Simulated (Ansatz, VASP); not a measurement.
## One calculation of Pd, two programs

```
Pd
1.0
     0.00000    1.91997    1.91997
     1.91997    0.00000    1.91997
     1.91997    1.91997    0.00000
Pd
1
Direct
  0.00000 0.00000 0.00000
```

Alike in both runs: functional LDA; k mesh 16 × 16 × 16; occupations gaussian, width 0.1 eV; no spin polarisation.

Ansatz relaxed the structure, and its values are those at the end. VASP's run is a single point on that final structure, the one shown.

```csv
,VASP,Ansatz
version,VASP 6.6.1,Ansatz 0.2.0
potentials or method,"VASP PAW LDA potentials, release 64 (Pd)","scalar-relativistic, plane waves, PAW"
plane-wave cutoff (eV),520,420
valence electrons in the cell,10,18
```

VASP gave:

| Quantity | Value |
| --- | --- |
| gap on the k mesh at the Fermi level (eV) | none |
| pressure (GPa) | 0.3 |

Question: Which values does Ansatz return?

Answer: gap on the k mesh at the Fermi level (eV): none; pressure (GPa): 0.0.

A gap of «none» marks a metal or a gap that the smearing closes. The two sets of potentials don't hold the same shells in valence. Ansatz warned: «pseudo_functional_mismatch».
